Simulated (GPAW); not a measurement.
**A GW chain in GPAW: KF (Carobbiite)**

Wanted: ground state, empty states, screening and self-energy for KF (Carobbiite).

Calculated with GPAW 26.7.0; PBE and many-body steps on it, plane waves.

**1. Set-up**

It takes space group Fm-3m (No. 225, cubic). Conventional cell: a = 5.344 Å, b = 5.344 Å, c = 5.344 Å, α = 90.00°, β = 90.00°, γ = 90.00°. Nearest to K lie 6 F at 2.67 Å. F has 6 K at 2.67 Å nearest. Farther neighbours and most contacts between anions are not listed.

The cell and positions come from the Crystallography Open Database and are kept as given unless a step says otherwise.

**2. Ground state**

This step: GPAW 26.7.0; DFT, PBE, plane waves, PAW.

The ground-state density comes first.

Contents of run.py:

```python
import json
import numpy as np
from gpaw.mpi import world
from ase import Atoms
from gpaw import GPAW, PW, FermiDirac

atoms = Atoms(['K', 'F'],
    cell=[[0.0000000000, 2.6718500000, 2.6718500000],
      [2.6718500000, 0.0000000000, 2.6718500000],
      [2.6718500000, 2.6718500000, 0.0000000000]],
    scaled_positions=[[0.0000000000, 0.0000000000, 0.0000000000],
      [0.5000000000, 0.5000000000, 0.5000000000]],
    pbc=(True, True, True))
calc = GPAW(mode=PW(600),
    xc='PBE',
    kpts={'size': (8, 8, 8), 'gamma': True},
    occupations=FermiDirac(0.001),
    nbands=-7,
    convergence={'density': 1e-6, 'bands': -3},
    maxiter=100,
    txt='gs.txt')
atoms.calc = calc
res = {'energy': atoms.get_potential_energy()}
kpts = calc.get_ibz_k_points()
res['kpts'] = kpts
res['eigenvalues'] = [calc.get_eigenvalues(kpt=k) for k in range(len(kpts))]
res['n_electrons'] = calc.get_number_of_electrons()
calc.write('gs.gpw')

if world.rank == 0:
    with open('result.json', 'w') as f:
        json.dump(res, f, default=lambda x: x.tolist())
```

Command:

```sh
$ mpirun -n 4 gpaw python run.py
```

The log of the run:

```text
__  _  _
 | _ |_)|_||  |
 |__||  | ||/\| - 26.7.0

Input parameters:
  mode=PW(ecut=600.0),
  convergence={'density': 1e-06, 'bands': -3},
  kpts=MonkhorstPack(size=(8, 8, 8), gamma=True),
  maxiter=100,
  nbands=-7,
  occupations=Occupations(name='fermi-dirac', width=0.001, fixmagmom=False),
  xc=XC(name='PBE')
  [... matrices ...]
Diagonalizing LCAO Hamiltonian
Converting LCAO to pw mode

               F

       K

Atoms  # Å, Bohr magnetons
|   | symbol |        x |        y |        z |    initial magnetic moments |
| 0 |      K | 0.000000 | 0.000000 | 0.000000 | ( 0.0000,  0.0000,  0.0000) |
| 1 |      F | 2.671850 | 2.671850 | 2.671850 | ( 0.0000,  0.0000,  0.0000) |

Unit cell  # Å
| periodic |        x |        y |        z |  lengths |    angles |
|      yes | 0.000000 | 2.671850 | 2.671850 | 3.778567 | 60.000000 |
|      yes | 2.671850 | 0.000000 | 2.671850 | 3.778567 | 60.000000 |
|      yes | 2.671850 | 2.671850 | 0.000000 | 3.778567 | 60.000000 |

Number of symmetries: 48
Symmetry operations  # r_c * U_cc + t_c -> r_c
|    | kind |            matrix            |
|  0 |  σ   |  1, 0, 0,  1, 0,-1,  1,-1, 0 |
|  1 |  C2  |  1, 0, 0,  1,-1, 0,  1, 0,-1 |
|  2 |  E   |  1, 0, 0,  0, 1, 0,  0, 0, 1 |
|  3 |  σ   |  1, 0, 0,  0, 0, 1,  0, 1, 0 |
|  4 |  C4  |  1, 0,-1,  1, 0, 0,  1,-1, 0 |
|  5 |  S6  |  1, 0,-1,  1,-1, 0,  1, 0, 0 |
|  6 |  σ   |  1, 0,-1,  0, 1,-1,  0, 0,-1 |
|  7 |  C3  |  1, 0,-1,  0, 0,-1,  0, 1,-1 |
|  8 |  S6  |  1,-1, 0,  1, 0, 0,  1, 0,-1 |
|  9 |  C4  |  1,-1, 0,  1, 0,-1,  1, 0, 0 |
| 10 |  C3  |  1,-1, 0,  0,-1, 1,  0,-1, 0 |
| 11 |  σ   |  1,-1, 0,  0,-1, 0,  0,-1, 1 |
| 12 |  σ   |  0, 1, 0,  1, 0, 0,  0, 0, 1 |
| 13 |  C4  |  0, 1, 0,  0, 1,-1, -1, 1, 0 |
| 14 |  C3  |  0, 1, 0,  0, 0, 1,  1, 0, 0 |
| 15 |  S6  |  0, 1, 0, -1, 1, 0,  0, 1,-1 |
| 16 |  C2  |  0, 1,-1,  1, 0,-1,  0, 0,-1 |
| 17 |  σ   |  0, 1,-1,  0, 1, 0, -1, 1, 0 |
| 18 |  S4  |  0, 1,-1,  0, 0,-1,  1, 0,-1 |
| 19 |  C4  |  0, 1,-1, -1, 1, 0,  0, 1, 0 |
| 20 |  C3  |  0, 0, 1,  1, 0, 0,  0, 1, 0 |
| 21 |  σ   |  0, 0, 1,  0, 1, 0,  1, 0, 0 |
| 22 |  S6  |  0, 0, 1,  0,-1, 1, -1, 0, 1 |
| 23 |  C4  |  0, 0, 1, -1, 0, 1,  0,-1, 1 |
| 24 |  S4  |  0, 0,-1,  1, 0,-1,  0, 1,-1 |
| 25 |  C3  |  0, 0,-1,  0, 1,-1,  1, 0,-1 |
| 26 |  C2  |  0, 0,-1,  0,-1, 0, -1, 0, 0 |
| 27 |  S6  |  0, 0,-1, -1, 0, 0,  0,-1, 0 |
| 28 |  S4  |  0,-1, 1,  1,-1, 0,  0,-1, 0 |
| 29 |  C4  |  0,-1, 1,  0, 0, 1, -1, 0, 1 |
| 30 |  C2  |  0,-1, 1,  0,-1, 0,  1,-1, 0 |
| 31 |  σ   |  0,-1, 1, -1, 0, 1,  0, 0, 1 |
| 32 |  C3  |  0,-1, 0,  1,-1, 0,  0,-1, 1 |
| 33 |  S6  |  0,-1, 0,  0, 0,-1, -1, 0, 0 |
| 34 |  S4  |  0,-1, 0,  0,-1, 1,  1,-1, 0 |
| 35 |  C2  |  0,-1, 0, -1, 0, 0,  0, 0,-1 |
| 36 |  C2  | -1, 1, 0,  0, 1, 0,  0, 1,-1 |
| 37 |  S6  | -1, 1, 0,  0, 1,-1,  0, 1, 0 |
| 38 |  S4  | -1, 1, 0, -1, 0, 1, -1, 0, 0 |
| 39 |  C3  | -1, 1, 0, -1, 0, 0, -1, 0, 1 |
| 40 |  S6  | -1, 0, 1,  0, 0, 1,  0,-1, 1 |
| 41 |  C2  | -1, 0, 1,  0,-1, 1,  0, 0, 1 |
| 42 |  C3  | -1, 0, 1, -1, 1, 0, -1, 0, 0 |
| 43 |  S4  | -1, 0, 1, -1, 0, 0, -1, 1, 0 |
| 44 |  C2  | -1, 0, 0,  0, 0,-1,  0,-1, 0 |
| 45 |  i   | -1, 0, 0,  0,-1, 0,  0, 0,-1 |
| 46 |  σ   | -1, 0, 0, -1, 1, 0, -1, 0, 1 |
| 47 |  C2  | -1, 0, 0, -1, 0, 1, -1, 1, 0 |

BZ-sampling:
  Number of BZ points: 512
  Number of IBZ points: 29

  Monkhorst-Pack size: [8, 8, 8]
  Monkhorst-Pack shift: [0.0625, 0.0625, 0.0625]

K-points  # in reciprocal-cell coordinates
|     |                                coordinates |     weight |
|   0 | (  0.00000000,   0.00000000,   0.00000000) | 0.00195312 |
|   1 | (  0.12500000,   0.12500000,   0.00000000) | 0.01171875 |
|   2 | (  0.12500000,   0.12500000,   0.12500000) | 0.01562500 |
|   3 | (  0.25000000,   0.12500000,   0.12500000) | 0.02343750 |
|   4 | (  0.25000000,   0.25000000,   0.00000000) | 0.01171875 |
|   5 | (  0.25000000,   0.25000000,   0.12500000) | 0.04687500 |
|   6 | (  0.25000000,   0.25000000,   0.25000000) | 0.01562500 |
|   7 | (  0.37500000,   0.25000000,  -0.37500000) | 0.04687500 |
|   8 | (  0.37500000,   0.25000000,   0.12500000) | 0.04687500 |
|   9 | (  0.37500000,   0.25000000,   0.25000000) | 0.04687500 |
| ... |                                            |            |
|  28 | (  0.50000000,   0.50000000,   0.50000000) | 0.00781250 |

Plane wave coefficients: 1287
Cutoff: 600.0 eV

Spin-components: 1 (collinear spins)
Bands:           15
Projectors:      10
Spin-degeneracy: 2
Datatype:        complex128

  Storage: CPU
  Wave functions: 8_651_280 bytes (2_162_820 per core)
  Projectors: 12_111_792 bytes (3_027_948 per core)
  [... matrices ...]
Parallelization:
  kpt:    4
  domain: 1
  band:   1

Density:
  Valence electrons: 16.0
  Components: 1
  Grid points: [24 24 24]
  Charge: 0.0  # |e|

Potential:
  Grid points: [24 24 24]

species:
  K:
    name:    Potassium
    Z:       19.0
    valence: 9
    core:    10
    charge:  0.0  # [|e|]
    compensation charges:
      type: gauss
      rc: 0.35  # [Å]
      lmax: 2
    cutoffs:
      filter: 1.91  # [Å]
      core: 1.27  # [Å]
    projectors
    | kind |    occ | energy [eV] | rcut [Å] |
    |   3s |  2.000 |     -35.338 |    1.122 |
    |   4s |  1.000 |      -2.319 |    1.122 |
    |   3p |  6.000 |     -18.813 |    1.106 |
    |    p |        |       8.398 |    1.106 |
    |    d |        |       0.000 |    0.937 |

    Using partial waves for K as LCAO basis

  F:
    name:    Fluorine
    Z:       9.0
    valence: 7
    core:    2
    charge:  0.0  # [|e|]
    compensation charges:
      type: gauss
      rc: 0.20  # [Å]
      lmax: 2
    cutoffs:
      filter: 1.14  # [Å]
      core: 0.74  # [Å]
    projectors
    | kind |    occ | energy [eV] | rcut [Å] |
    |   2s |  2.000 |     -29.898 |    0.635 |
    |   2p |  5.000 |     -11.110 |    0.635 |
    |    s |        |      -2.687 |    0.635 |
    |    p |        |      16.102 |    0.635 |
    |    d |        |       0.000 |    0.635 |

    Using partial waves for F as LCAO basis

Reference energy: -19096.334004  # eV

eigensolver:
  PPCG
  Converge bands: -3
  niter=2

density mixing:
  MSR1-Mixer
  Pratt-step length: 0.05
  Maximum mixing coefficient: 0.75
  Old densities: 10
  SVD Regularization: 0.005
  Good broyden scale: 1.0
  Trust region scale: 1.0
  Backstep threshold: 4.0
  History deletion threshold: 6.0
  Fourier metric: weight=20.0, sigma=0.015

occupation numbers:
  Fermi-Dirac:
    width: 0.0010  # eV

poisson solver:
  ecut: 4800.0  # eV

xc functional:
  name: PBE with 2 nearest neighbor stencil

Initialization done in: 2.552 s

convergence criteria:
- Maximum integral of absolute [dens]ity change: 1e-06 electrons / valence electron
- Maximum [total energy] change in last 3 cyles: 0.0005 eV / valence electron
- Maximum integral of absolute [eigenst]ate change: 4e-08 eV^2 / valence electron
maximum number of iterations: 100

SCF iterations
|iter     |     time |      energy | eigst |  dens |
|iter:   1|  |   -9.093235 | +2.41 |       |
|iter:   2|  |   -8.913417 | +1.01 | -1.17 |
|iter:   3|  |   -8.391372 | +0.06 | -1.21 |
|iter:   4|  |   -8.388634 | -1.09 | -1.53 |
|iter:   5|  |   -8.394802c| -1.59 | -1.80 |
|iter:   6|  |   -8.395294c| -3.17 | -2.50 |
|iter:   7|  |   -8.395348c| -4.05 | -3.16 |
|iter:   8|  |   -8.395356c| -4.78 | -3.63 |
|iter:   9|  |   -8.395356c| -5.87 | -4.86 |
|iter:  10|  |   -8.395356c| -6.52 | -5.18 |
|iter:  11|  |   -8.395356c| -7.06 | -6.42c|
|iter:  12|  |   -8.395356c| -7.65c| -7.03c|

Converged in 12 steps
SCF loop duration: 4.930 s (0.411 s/step)
Energy contributions relative to reference atoms: (reference = -19096.334004)
  [... matrices ...]
Energy contributions:
  Kinetic:           7.045445
  Coulomb:          -5.612990
  Zero:             -0.449763
  External:          0.000000
  Xc:               -9.378047
  Entropy:          -0.000000
  Spinorbit:         0.000000
  ----------------------------
  Free energy:      -8.395356
  Extrapolated:     -8.395356

dipole moment: (-19.464443, -19.464443, -19.464443)  # |e|*Ang

Fermi level: 1.443
Eigenvalues  # (at kpt = [0.000, 0.000, 0.000])
| band index |      eig [eV] | occ [0-2] |
|          0 |       -26.447 |     2.000 |
|          1 |       -19.021 |     2.000 |
|          2 |        -9.732 |     2.000 |
|          3 |        -9.732 |     2.000 |
|          4 |        -9.732 |     2.000 |
|          5 |        -0.351 |     2.000 |
|          6 |        -0.351 |     2.000 |
|          7 |        -0.351 |     2.000 |
|          8 |         5.830 |     0.000 |
|          9 |        10.304 |     0.000 |
|         10 |        10.304 |     0.000 |
|         11 |        10.304 |     0.000 |
|         12 |        11.909 |     0.000 |
|         13 |        11.909 |     0.000 |
|         14 |        16.538 |     0.000 |

Gap: 6.182 eV
Transition (v -> c):
  (s=0, k=0, n=7, [0.00, 0.00, 0.00]) -> (s=0, k=0, n=8, [0.00, 0.00, 0.00])
No difference between direct/indirect transitions
# Writing to gs.gpw (mode='')
  [... matrices ...]
```

Wall time 9.6 s (4 MPI ranks of Intel Xeon Platinum 8259CL at 2.50GHz (Skylake/Cascade Lake), shared host); peak memory 0.66 GiB.

Numbers from this step:

```yaml
total_energy: -8.395 eV
gap: 6.182 eV
k_of_the_valence_top: 0, 0, 0
k_of_the_conduction_bottom: 0, 0, 0
least_direct_gap: 6.182 eV
```

The gap is direct, at Γ.

**3. Bands along the symmetry lines**

The cheap functional maps the bands first; the places of the edges decide which points the dearer methods must see.

Contents of run.py:

```python
import json
import numpy as np
from gpaw.mpi import world
from gpaw import GPAW

path = [[0.000000, 0.000000, 0.000000],
    [0.062500, 0.000000, 0.062500],
    [0.125000, 0.000000, 0.125000],
    [0.187500, 0.000000, 0.187500],
    [0.250000, 0.000000, 0.250000],
    [0.312500, 0.000000, 0.312500],
    [0.375000, 0.000000, 0.375000],
    [0.437500, 0.000000, 0.437500],
    [0.500000, 0.000000, 0.500000],
    [0.515625, 0.031250, 0.515625],
    [0.531250, 0.062500, 0.531250],
    [0.546875, 0.093750, 0.546875],
    [0.562500, 0.125000, 0.562500],
    [0.578125, 0.156250, 0.578125],
    [0.593750, 0.187500, 0.593750],
    [0.609375, 0.218750, 0.609375],
    [0.625000, 0.250000, 0.625000],
    [0.375000, 0.375000, 0.750000],
    [0.328125, 0.328125, 0.656250],
    [0.281250, 0.281250, 0.562500],
    [0.234375, 0.234375, 0.468750],
    [0.187500, 0.187500, 0.375000],
    [0.140625, 0.140625, 0.281250],
    [0.093750, 0.093750, 0.187500],
    [0.046875, 0.046875, 0.093750],
    [0.000000, 0.000000, 0.000000],
    [0.062500, 0.062500, 0.062500],
    [0.125000, 0.125000, 0.125000],
    [0.187500, 0.187500, 0.187500],
    [0.250000, 0.250000, 0.250000],
    [0.312500, 0.312500, 0.312500],
    [0.375000, 0.375000, 0.375000],
    [0.437500, 0.437500, 0.437500],
    [0.500000, 0.500000, 0.500000],
    [0.500000, 0.468750, 0.531250],
    [0.500000, 0.437500, 0.562500],
    [0.500000, 0.406250, 0.593750],
    [0.500000, 0.375000, 0.625000],
    [0.500000, 0.343750, 0.656250],
    [0.500000, 0.312500, 0.687500],
    [0.500000, 0.281250, 0.718750],
    [0.500000, 0.250000, 0.750000],
    [0.500000, 0.218750, 0.718750],
    [0.500000, 0.187500, 0.687500],
    [0.500000, 0.156250, 0.656250],
    [0.500000, 0.125000, 0.625000],
    [0.500000, 0.093750, 0.593750],
    [0.500000, 0.062500, 0.562500],
    [0.500000, 0.031250, 0.531250],
    [0.500000, 0.000000, 0.500000]]
calc = GPAW('gs.gpw').fixed_density(kpts=path,
    symmetry='off',
    nbands=18,
    convergence={'bands': 14},
    txt='bands.txt')
res = {}
kpts = calc.get_ibz_k_points()
res['kpts'] = kpts
res['eigenvalues'] = [calc.get_eigenvalues(kpt=k) for k in range(len(kpts))]
res['n_electrons'] = calc.get_number_of_electrons()

if world.rank == 0:
    with open('result.json', 'w') as f:
        json.dump(res, f, default=lambda x: x.tolist())
```

Command:

```sh
$ mpirun -n 4 gpaw python run.py
```

The log of the run:

```text
Diagonalizing LCAO Hamiltonian
Converting LCAO to pw mode
convergence criteria:
- Maximum integral of absolute [eigenst]ate change: 4e-08 eV^2 / valence electron
maximum number of iterations: 100

SCF iterations
|iter     |     time |      energy | eigst |  dens |
|iter:   1|  |             | +2.67 |       |
|iter:   2|  |             | +1.68 |       |
|iter:   3|  |             | +0.32 |       |
|iter:   4|  |             | -1.38 |       |
|iter:   5|  |             | -3.09 |       |
|iter:   6|  |             | -4.77 |       |
|iter:   7|  |             | -6.40 |       |
|iter:   8|  |             | -7.65c|       |
SCF steps: 8
  __  _  _
 | _ |_)|_||  |
 |__||  | ||/\| - 26.7.0

Input parameters:
  mode=PW(ecut=600.0),
  convergence={'bands': 14},
  gpts=array([24, 24, 24]),
  kpts=KPoints(kpts=array([[0.      , 0.      , 0.      ],
         [0.0625  , 0.      , 0.0625  ],
         [0.125   , 0.      , 0.125   ],
         [0.1875  , 0.      , 0.1875  ],
[...]
[0.515625, 0.03125 , 0.515625],
[...]
[0.546875, 0.09375 , 0.546875],
[...]
[0.578125, 0.15625 , 0.578125],
[...]
[0.609375, 0.21875 , 0.609375],
[...]
[0.328125, 0.328125, 0.65625 ],
[...]
[0.234375, 0.234375, 0.46875 ],
[...]
[0.140625, 0.140625, 0.28125 ],
[...]
[0.046875, 0.046875, 0.09375 ],
[...]
[0.5     , 0.0625  , 0.5625  ],
         [0.5     , 0.03125 , 0.53125 ],
         [0.5     , 0.      , 0.5     ]])),
  maxiter=100,
  nbands=18,
  occupations=Occupations(name='fermi-dirac', width=0.001, fixmagmom=False),
  parallel={},
  symmetry=Symmetry(point_group=False, time_reversal=False),
  xc=XC(name='PBE')
  [... matrices ...]
timing:  # [seconds]
  Total: 0.075  # ━━━━━━━━━━━━━━━━━━━━━━━━━━━━━━━━━━━━━━━━━━━━━━━━━━━━━━━━━━━
```

Wall time 9.5 s (4 MPI ranks); peak memory 0.7 GiB.

This step gave:

- gap: 6.182 eV
- k of the valence top: 0, 0, 0
- k of the conduction bottom: 0, 0, 0
- least direct gap: 6.182 eV

The gap is 6.182 eV, as in the run before at this level.

Electronic bands along the path, in eV, zero at the top of the highest filled band; v1 is the highest filled band, c1 the lowest empty one:

```tsv
point	v4	v3	v2	v1	c1	c2	c3	c4
Γ	-9.38	0.00	0.00	0.00	6.18	10.66	10.66	10.66
halfway	-9.48	-0.49	-0.05	-0.05	7.98	9.17	12.07	12.07
X	-9.59	-0.21	-0.06	-0.06	8.22	10.30	11.80	13.44
halfway	-9.57	-0.21	-0.14	-0.10	8.43	10.52	11.40	13.45
U	-9.53	-0.34	-0.20	-0.19	8.96	10.71	11.04	13.45
jump to K	-9.53	-0.34	-0.20	-0.19	8.96	10.71	11.04	13.45
halfway	-9.39	-0.54	-0.27	-0.08	8.23	9.82	11.59	11.68
Γ	-9.38	0.00	0.00	0.00	6.18	10.66	10.66	10.66
halfway	-9.40	-0.44	-0.18	-0.18	7.69	10.08	11.36	11.36
L	-9.42	-0.79	-0.34	-0.34	9.08	10.59	12.00	12.00
halfway	-9.45	-0.57	-0.28	-0.26	9.41	10.08	11.63	12.62
W	-9.47	-0.40	-0.17	-0.17	9.73	9.73	11.16	13.31
halfway	-9.53	-0.23	-0.21	-0.10	8.64	10.69	11.03	13.43
X	-9.59	-0.21	-0.06	-0.06	8.22	10.30	11.80	13.44
```

The electronic bands as a text plot (rows in eV, shown from -8.0 to 12.2 only):

```
   11.8 |    +++  ++++++   ++++++++         ++++++++++++       ++
   10.9 |++++          ++++      +++++++++++     +++    +++++++
   10.1 |  ++      ++++    ++++++++++    ++++++++   +++++++++  ++
    9.2 |    +++  +       ++++++                +++++++++  ++
    8.4 |     ++++++++++++      +            +++             ++++
    7.6 |    +                   ++         +
    6.7 | +++                      +++   +++
    5.9 |+                            +++
    5.0 |
    4.2 |
    3.4 |
    2.5 |
    1.7 |
    0.8 |
    0.0 |********************************************************
   -0.9 |     ****         ******           *************
   -1.7 |
   -2.5 |
   -3.4 |
   -4.2 |
   -5.1 |
   -5.9 |
   -6.7 |
   -7.6 |
         Γ           X  U|K            Γ         L        W     X
```

**4. Empty states on the mesh, 6×6×6 mesh, 255 bands**

The sums over transitions need many empty states on a uniform mesh; this step solves for them.

Contents of run.py:

```python
import json
import numpy as np
from gpaw.mpi import world
from gpaw import GPAW

calc = GPAW('gs.gpw').fixed_density(kpts={'size': (6, 6, 6), 'gamma': True},
    parallel={'domain': 1, 'band': 1},
    txt='nscf.txt')
calc.diagonalize_full_hamiltonian(nbands=255)
calc.write('full.gpw', mode='all')
res = {}
kpts = calc.get_ibz_k_points()
res['kpts'] = kpts
res['eigenvalues'] = [calc.get_eigenvalues(kpt=k) for k in range(len(kpts))]
res['n_electrons'] = calc.get_number_of_electrons()

if world.rank == 0:
    with open('result.json', 'w') as f:
        json.dump(res, f, default=lambda x: x.tolist())
```

Command:

```sh
$ mpirun -n 4 gpaw python run.py
```

The log of the run:

```text
Diagonalizing LCAO Hamiltonian
Converting LCAO to pw mode
convergence criteria:
- Maximum integral of absolute [eigenst]ate change: 4e-08 eV^2 / valence electron
maximum number of iterations: 100

SCF iterations
|iter     |     time |      energy | eigst |  dens |
|iter:   1|  |             | +2.36 |       |
|iter:   2|  |             | +1.43 |       |
|iter:   3|  |             | +0.25 |       |
[...]
|iter:  11|  |             | -6.57 |       |
|iter:  12|  |             | -7.30 |       |
|iter:  13|  |             | -7.82c|       |
SCF steps: 13
  __  _  _
 | _ |_)|_||  |
 |__||  | ||/\| - 26.7.0

Input parameters:
  mode=PW(ecut=600.0),
  convergence={'density': 1e-06, 'bands': -3},
  gpts=array([24, 24, 24]),
  kpts=MonkhorstPack(size=(6, 6, 6), gamma=True),
  maxiter=100,
  nbands=15,
  occupations=Occupations(name='fermi-dirac', width=0.001, fixmagmom=False),
  parallel={'domain': 1, 'band': 1},
  xc=XC(name='PBE')
Matrix size: 1303x1303
# Writing to full.gpw (mode='all')
  [... matrices ...]

timing:  # [seconds]
  Total: 8.638  # ━━━━━━━━━━━━━━━━━━━━━━━━━━━━━━━━━━━━━━━━━━━━━━━━━━━━━━━━━━━
```

Run time: 16 s. Hardware: 4 MPI ranks; peak memory 1.3 GiB; 61 s of CPU time.

This step gave:

| Quantity | Value |
| --- | --- |
| gap | 6.182 eV |
| k of the valence top | 0, 0, 0 |
| k of the conduction bottom | 0, 0, 0 |
| least direct gap | 6.182 eV |
| k points computed | 16 |
| lowest point of the top converged band, above the valence top | 186.6294 eV |

On this mesh the gap is 6.182 eV.

(Continued in part 2 of 2.)

[Paths, hosts, dates, memory and timing lines, banners, echoed tables and standing remarks are left out of the program output.]

[Logs are printed without paths, hosts, clocks, repeated set-up lines and the standing remarks that a program may print on its own settings, such as how far it seeks lower states.]

[Runs of the session that timed out or met a known fault of the program may be left out.]

[Hosts, paths, dates, database ids (printed as entryN), source tags and the programs' standing remarks are cut or masked in the printed files.]
